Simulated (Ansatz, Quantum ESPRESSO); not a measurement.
# honeycomb InAs, 2 layers, AA stacking in an electric field, part 2 of 6

How does honeycomb InAs, 2 layers, AA stacking respond to a gate-like field without added charge?

Quantum ESPRESSO 7.5; plane-wave DFT, LDA, GBRV ultrasoft pseudopotentials; geometry and cross-check by Ansatz 0.2.0 with PAW datasets.

So far: The structure; Geometry from Ansatz.

### 3. Ground state: no field

The zero-field run is the reference. tefield and dipfield are on already, so that all runs share k-points and boundary.

Level of this step: plane-wave DFT, LDA, GBRV ultrasoft pseudopotentials (Quantum ESPRESSO 7.5).

f0.in

```
&control
  prefix = 'f0'
  outdir = './out'
  pseudo_dir = './pseudo'
  calculation = 'scf'
  tprnfor = .true.
  tefield = .true.
  dipfield = .true.
/
&system
  ibrav = 0
  nat = 4
  ntyp = 2
  ecutwfc = 40
  ecutrho = 200
  occupations = 'smearing'
  smearing = 'fd'
  degauss = 0.004
  edir = 3
  emaxpos = 0.97
  eopreg = 0.04
  eamp = 0.0
/
&electrons
  conv_thr = 1e-09
  mixing_beta = 0.4
  electron_maxstep = 120
  mixing_mode = 'plain'
/
ATOMIC_SPECIES
  As  74.9216  as_lda_v1.uspp.F.UPF
  In  114.8180  in_lda_v1.4.uspp.F.UPF
CELL_PARAMETERS angstrom
  4.32491315612067 -0.00000000000000 -0.00000000000000
  -2.16245657806033 3.74548466236203 0.00000000000000
  -0.00000000000000 -0.00000000000000 21.62000000000000
ATOMIC_POSITIONS crystal
  As  0.666666666667 0.333333333333 0.382647495631
  In  0.333333333333 0.666666666667 0.415073543986
  As  0.666666666667 0.333333333333 0.584825317193
  In  0.333333333333 0.666666666667 0.617453643190
K_POINTS automatic
  6 6 1 0 0 0
```

The run is started by

```console
$ OMP_NUM_THREADS=1 mpirun -n 4 pw.x -nk 2 -in f0.in > f0.out
```

What it wrote:

```text
Program PWSCF v.7.5 starts
[citation notice left out]

     Parallel version (MPI & OpenMP), running on       4 processor cores
     Number of MPI processes:                 4
     Threads/MPI process:                     1

     MPI processes distributed on     1 nodes
[...]
Current dimensions of program PWSCF are:
     Max number of different atomic species (ntypx) = 10
     Max number of k-points (npk) =  40000
     Max angular momentum in pseudopotentials (lmaxx) =  4
     Presently no symmetry can be used with electric field

     K-points division:     npool     =       2
     R & G space division:  proc/nbgrp/npool/nimage =       2
     Subspace diagonalization in iterative solution of the eigenvalue problem:
     a serial algorithm will be used

     Parallelization info
     --------------------
     sticks:   dense  smooth     PW     G-vecs:    dense   smooth      PW
     Min         462     372    117                56496    40492    7107
     Max         463     373    118                56499    40505    7116
     Sum         925     745    235               112995    80997   14223

     Using Slab Decomposition

     bravais-lattice index     =            0
     lattice parameter (alat)  =       8.1729  a.u.
     unit-cell volume          =    2363.4026 (a.u.)^3
     number of atoms/cell      =            4
     number of atomic types    =            2
     number of electrons       =        36.00
     number of Kohn-Sham states=           22
     kinetic-energy cutoff     =      40.0000  Ry
     charge density cutoff     =     200.0000  Ry
     scf convergence threshold =      1.0E-09
     mixing beta               =       0.4000
     number of iterations used =            8  plain     mixing
     Exchange-correlation=  SLA  PZ   NOGX NOGC
                           (   1   1   0   0   0   0   0)

     celldm(1)=   8.172901  celldm(2)=   0.000000  celldm(3)=   0.000000
     celldm(4)=   0.000000  celldm(5)=   0.000000  celldm(6)=   0.000000

     crystal axes: (cart. coord. in units of alat)
               a(1) = (   1.000000  -0.000000  -0.000000 )
               a(2) = (  -0.500000   0.866025   0.000000 )
               a(3) = (  -0.000000  -0.000000   4.998944 )

     reciprocal axes: (cart. coord. in units 2 pi/alat)
               b(1) = (  1.000000  0.577350  0.000000 )
               b(2) = (  0.000000  1.154701  0.000000 )
               b(3) = (  0.000000  0.000000  0.200042 )

     PseudoPot. # 1 for As read from file:
     ./pseudo/as_lda_v1.uspp.F.UPF
     Pseudo is Ultrasoft + core correction, Zval =  5.0
     Generated by new atomic code, or converted to UPF format
     Using radial grid of  875 points,  6 beta functions with:
                l(1) =   0
                l(2) =   0
                l(3) =   1
                l(4) =   1
                l(5) =   2
                l(6) =   2
     Q(r) pseudized with  8 coefficients,  rinner =    1.300   1.300   1.300
                                                       1.300   1.300

     PseudoPot. # 2 for In read from file:
     ./pseudo/in_lda_v1.4.uspp.F.UPF
     Pseudo is Ultrasoft + core correction, Zval = 13.0
     Generated by new atomic code, or converted to UPF format
     Using radial grid of  889 points,  6 beta functions with:
                l(1) =   0
                l(2) =   0
                l(3) =   1
                l(4) =   1
                l(5) =   2
                l(6) =   2
     Q(r) pseudized with  6 coefficients,  rinner =    1.400   1.400   1.400
                                                       1.400   1.400

     atomic species   valence    mass     pseudopotential
     As                5.00    74.92160     As( 1.00)
     In               13.00   114.81800     In( 1.00)

     No symmetry found

   Cartesian axes

     site n.     atom                  positions (alat units)
         1        As     tau(   1) = (   0.5000000   0.2886751   1.9128335  )
         2        In     tau(   2) = (  -0.0000000   0.5773503   2.0749295  )
         3        As     tau(   3) = (   0.5000000   0.2886751   2.9235092  )
         4        In     tau(   4) = (  -0.0000000   0.5773503   3.0866164  )

     number of k points=    20  Fermi-Dirac smearing, width (Ry)=  0.0040
                       cart. coord. in units 2pi/alat
        k(    1) = (   0.0000000   0.0000000   0.0000000), wk =   0.0555556
        k(    2) = (   0.0000000   0.1924501   0.0000000), wk =   0.1111111
        k(    3) = (   0.0000000   0.3849002   0.0000000), wk =   0.1111111
        k(    4) = (   0.0000000  -0.5773503   0.0000000), wk =   0.0555556
        k(    5) = (   0.1666667   0.0962250   0.0000000), wk =   0.1111111
        k(    6) = (   0.1666667   0.2886751   0.0000000), wk =   0.1111111
        k(    7) = (   0.1666667   0.4811252   0.0000000), wk =   0.1111111
        k(    8) = (   0.1666667  -0.4811252   0.0000000), wk =   0.1111111
        k(    9) = (   0.1666667  -0.2886751   0.0000000), wk =   0.1111111
        k(   10) = (   0.1666667  -0.0962250   0.0000000), wk =   0.1111111
[...]
k(   20) = (  -0.5000000  -0.8660254   0.0000000), wk =   0.0555556

     Dense  grid:   112995 G-vectors     FFT dimensions: (  40,  40, 192)

     Smooth grid:    80997 G-vectors     FFT dimensions: (  36,  36, 180)

     Estimated max dynamical RAM per process >     144.43 MB

     Estimated total dynamical RAM >     550.15 MB

     Initial potential from superposition of free atoms

     starting charge      32.9996, renormalised to      36.0000

     negative rho (up, down):  4.620E-04 0.000E+00

     Adding external electric field

     Computed dipole along edir(3) :
        Dipole                1.2077 Ry au,          3.0697 Debye
        Dipole field          0.0064 Ry au,

        Potential amp.       -0.5037 Ry
        Total length         39.2216 bohr

     Starting wfcs are   26 randomized atomic wfcs

     total cpu time spent up to now is        1.5 secs

     per-process dynamical memory:    60.2 Mb

     Self-consistent Calculation

     iteration #  1     ecut=    40.00 Ry     beta= 0.40
     Davidson diagonalization with overlap
     ethr =  1.00E-02,  avg # of iterations =  7.1

     negative rho (up, down):  1.023E-04 0.000E+00

     Adding external electric field

     Computed dipole along edir(3) :
        Dipole               -9.4560 Ry au,        -24.0348 Debye
        Dipole field         -0.0503 Ry au,

        Potential amp.        3.9440 Ry
        Total length         39.2216 bohr

[...]
iteration #  6     ecut=    40.00 Ry     beta= 0.40
[...]
negative rho (up, down):  3.015E-07 0.000E+00

[...]
Dipole                0.1675 Ry au,          0.4258 Debye
[...]
total energy              =    -345.73342894 Ry
     estimated scf accuracy    <       0.02785151 Ry

     iteration #  7     ecut=    40.00 Ry     beta= 0.40
[...]
negative rho (up, down):  6.004E-06 0.000E+00

[...]
Dipole                0.3161 Ry au,          0.8034 Debye
[...]
total energy              =    -345.73574782 Ry
     estimated scf accuracy    <       0.00353956 Ry

     iteration #  8     ecut=    40.00 Ry     beta= 0.40
[...]
negative rho (up, down):  1.730E-05 0.000E+00

[...]
Dipole                0.2977 Ry au,          0.7566 Debye
[...]
total energy              =    -345.73636041 Ry
     estimated scf accuracy    <       0.00082674 Ry

     iteration #  9     ecut=    40.00 Ry     beta= 0.40
[...]
negative rho (up, down):  6.059E-05 0.000E+00

[...]
Dipole                0.2925 Ry au,          0.7435 Debye
[...]
total energy              =    -345.73649276 Ry
     estimated scf accuracy    <       0.00030486 Ry

     iteration # 10     ecut=    40.00 Ry     beta= 0.40
[...]
negative rho (up, down):  1.076E-04 0.000E+00

[...]
Dipole                0.2773 Ry au,          0.7048 Debye
[...]
total energy              =    -345.73650745 Ry
     estimated scf accuracy    <       0.00013336 Ry

     iteration # 11     ecut=    40.00 Ry     beta= 0.40
[...]
negative rho (up, down):  3.662E-04 0.000E+00

[...]
Dipole                0.2465 Ry au,          0.6265 Debye
[...]
total energy              =    -345.73651954 Ry
     estimated scf accuracy    <       0.00007789 Ry

     iteration # 12     ecut=    40.00 Ry     beta= 0.40
[...]
negative rho (up, down):  2.718E-04 0.000E+00

[...]
Dipole                0.2417 Ry au,          0.6143 Debye
[...]
total energy              =    -345.73653280 Ry
     estimated scf accuracy    <       0.00000374 Ry

     iteration # 13     ecut=    40.00 Ry     beta= 0.40
[...]
negative rho (up, down):  2.868E-04 0.000E+00

[...]
Dipole                0.2414 Ry au,          0.6135 Debye
[...]
total energy              =    -345.73653627 Ry
     estimated scf accuracy    <       0.00000104 Ry

     iteration # 14     ecut=    40.00 Ry     beta= 0.40
[...]
negative rho (up, down):  2.905E-04 0.000E+00

[...]
Dipole                0.2412 Ry au,          0.6131 Debye
[...]
total energy              =    -345.73653635 Ry
     estimated scf accuracy    <       0.00000016 Ry

     iteration # 15     ecut=    40.00 Ry     beta= 0.40
[...]
negative rho (up, down):  2.953E-04 0.000E+00

[...]
Dipole                0.2411 Ry au,          0.6127 Debye
[...]
total energy              =    -345.73653639 Ry
     estimated scf accuracy    <          7.2E-09 Ry

     iteration # 16     ecut=    40.00 Ry     beta= 0.40
[...]
negative rho (up, down):  2.963E-04 0.000E+00

[...]
Dipole                0.2410 Ry au,          0.6127 Debye
[...]
End of self-consistent calculation

          k = 0.0000 0.0000 0.0000 ( 10121 PWs)   bands (ev):

   -16.0015 -15.9060 -15.9060 -15.8180 -15.8180 -15.4881 -15.3895 -15.3895
   -15.3017 -15.3017 -12.5547 -11.9804  -4.7006  -3.7808  -2.0357  -2.0357
    -1.4725  -1.4725  -1.2478  -0.7363   1.0917   2.5199

          k = 0.0000 0.1925 0.0000 ( 10076 PWs)   bands (ev):

   -16.0041 -15.9104 -15.8990 -15.8216 -15.8111 -15.4894 -15.3949 -15.3830
   -15.3054 -15.2945 -12.3411 -11.7684  -4.9074  -4.4443  -3.2760  -2.5091
    -2.4314  -1.8663  -0.0813   0.6062   1.2710   2.1305

          k = 0.0000 0.3849 0.0000 ( 10084 PWs)   bands (ev):

   -16.0232 -15.9064 -15.8898 -15.8279 -15.7929 -15.5060 -15.3925 -15.3744
   -15.3119 -15.2755 -11.8097 -11.2411  -6.3853  -5.8124  -3.2815  -3.0394
    -2.4725  -2.1983  -0.0962   0.3257   0.9896   1.5240

          k = 0.0000-0.5774 0.0000 ( 10106 PWs)   bands (ev):

   -16.0368 -15.9011 -15.8869 -15.8303 -15.7817 -15.5188 -15.3877 -15.3718
   -15.3145 -15.2641 -11.4516 -10.8860  -7.1818  -6.5882  -3.2900  -2.8153
    -2.7227  -1.8382  -0.6808   0.0127   0.7711   1.2408

          k = 0.1667 0.0962 0.0000 ( 10076 PWs)   bands (ev):

   -16.0041 -15.9104 -15.8990 -15.8216 -15.8111 -15.4894 -15.3949 -15.3830
   -15.3054 -15.2945 -12.3411 -11.7684  -4.9074  -4.4443  -3.2760  -2.5091
    -2.4314  -1.8663  -0.0813   0.6062   1.2710   2.1306

          k = 0.1667 0.2887 0.0000 ( 10074 PWs)   bands (ev):

   -16.0142 -15.9108 -15.8916 -15.8254 -15.7999 -15.4976 -15.3964 -15.3763
   -15.3093 -15.2827 -11.9618 -11.3920  -5.9079  -5.3592  -3.3771  -3.2849
    -2.7179  -2.2601   0.3339   0.8219   1.9303   2.3173

[...]
the Fermi energy is    -1.2790 ev

!    total energy              =    -345.73653640 Ry
     estimated scf accuracy    <          7.0E-10 Ry
     smearing contrib. (-TS)   =      -0.00040183 Ry
     internal energy E=F+TS    =    -345.73613457 Ry

     The total energy is F=E-TS. E is the sum of the following terms:
     one-electron contribution =    -923.20029625 Ry
     hartree contribution      =     475.29716379 Ry
     xc contribution           =    -136.35297237 Ry
     ewald contribution        =     238.51966133 Ry
     electric field correction =       0.00030893 Ry

     convergence has been achieved in  16 iterations

     negative rho (up, down):  2.963E-04 0.000E+00

     Forces acting on atoms (cartesian axes, Ry/au):

     atom    1 type  1   force =     0.00000028    0.00000023    0.00846201
     atom    2 type  2   force =    -0.00000035    0.00000060   -0.00805730
     atom    3 type  1   force =    -0.00000005    0.00000061    0.00956242
     atom    4 type  2   force =     0.00000011   -0.00000144   -0.00996713

     Total force =     0.018092     Total SCF correction =     0.000120

[...]
=------------------------------------------------------------------------------=
   JOB DONE.
=------------------------------------------------------------------------------=
[key lines of the parts left out:]
Dipole field          0.0013 Ry au,
```

Wall time 60 s (4 MPI ranks of Arm Neoverse V1, shared host); peak memory 0.59 GiB; 4 min of CPU time.

Numbers from this step:

```
free energy                          : -4703.9852 eV
energy at zero smearing              : -4703.9825 eV
Fermi energy                         : -1.279 eV
dipole along the normal              : 0.1276 e·Å
valence top, on the run's zero       : -1.374 eV
conduction bottom, on the run's zero : -1.248 eV
gap by band count                    : 0.1259 eV
```

The run needed 16 iterations to bring the estimated error under 1e-09 Ry; the largest force on any atom, held or free, is 0.26 eV/Å.

### 4. Electrostatic potential

plot_num = 11 writes the bare and Hartree potential. It leaves out exchange and correlation, which fade slowly, so it flattens close to the surface.

f0.pot.in

```
&inputpp
  prefix = 'f0'
  outdir = './out'
  filplot = 'f0.pot.dat'
  plot_num = 11
/
```

The run is started by

```console
$ OMP_NUM_THREADS=1 mpirun -n 4 pp.x -in f0.pot.in > f0.pot.out
```

It took 1.1 s on 4 MPI ranks; peak memory 0.12 GiB; 4.3 s of CPU time.

Read from the output:

* slope of the potential above: 1.16e-4 eV/Å
* upper vacuum line continued to the top atoms, over the valence top: 4.159 eV
* slope of the potential below: -5.16e-5 eV/Å
* lower vacuum line continued to the bottom atoms, over the valence top: 5.584 eV
* vacuum level at the upper face over the valence top of the mesh: 4.159 eV
* vacuum level at the lower face over the valence top of the mesh: 5.584 eV

The vacuum is flat to 0.1 meV/Å, so its level is well defined. Inside the slab the curve depends on the local part of the pseudopotentials; only the vacuum level has a meaning of its own.

(Continued in part 3 of 6.)

[Logs are printed without paths, hosts, clocks, repeated set-up lines and the standing remarks that a program may print on its own settings, such as how far it seeks lower states.]

[Hosts, paths, dates, database ids (printed as entryN), source tags and the programs' standing remarks are cut or masked in the printed files.]

[Maps of the electrostatic potential energy from Ansatz leave out the sawtooth potential of an applied field or a dipole correction, so their vacuum need not be flat; planar profiles and work functions include it.]
